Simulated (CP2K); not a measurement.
Runs of CP2K 2026.2 on LiCl. Symmetry: Fm-3m, No. 225, cubic system. Conventional cell: a = 5.130 Å, b = 5.130 Å, c = 5.130 Å, α = 90.00°, β = 90.00°, γ = 90.00°. Cl (site symmetry m-3m) is surrounded by 6 Li at 2.56 Å. Li (site symmetry m-3m) is surrounded by 6 Cl at 2.56 Å. 

```tsv
level	potentials or basis	smearing	EPS_DEFAULT	NGRIDS	points a segment of the path (NPOINTS)	bands added on the path	CUTOFF of the grids	gap on the mesh (eV)	pressure (GPa)
PBEsol	POTENTIAL_UZH Cl GTH-PBE-q7, Li GTH-PBE-q3; TZVP-MOLOPT-PBE-GTH basis	fermi-dirac 0.05 eV	1.0E-9	4	10	4	450 Ry	6.09	-0.9
TB-mBJ	POTENTIAL_UZH Cl GTH-PBE-q7, Li GTH-PBE-q3; TZVP-MOLOPT-PBE-GTH basis	fermi-dirac 0.05 eV	1.0E-9	5	6	2	675 Ry	6.97	-
LDA	GTH_POTENTIALS Cl GTH-PADE-q7, Li GTH-PADE-q3; TZVP-MOLOPT-PBE-GTH basis	fermi-dirac 0.1 eV	1.0E-10	4	8	2	450 Ry	(a)	-3.0
r2SCAN	POTENTIAL_UZH Cl GTH-SCAN-q7, Li GTH-SCAN-q3; TZVP-MOLOPT-SCAN-GTH basis	fermi-dirac 0.0259 eV	1.0E-9	5	10	2	675 Ry	7.20	(b)
```

Alike in all rows: task band structure; no spin polarisation; cell as given; k mesh 9 × 9 × 9.

Task: Estimate the missing entries.

Result: (a) 5.94; (b) -0.3.

Caveats: the basis of atomic orbitals isn't converged, which shifts pressures, moduli and gaps; the potentials were made for another functional, which shifts forces and pressure (some runs); this is a model potential without an energy functional, so only levels have meaning (some runs).

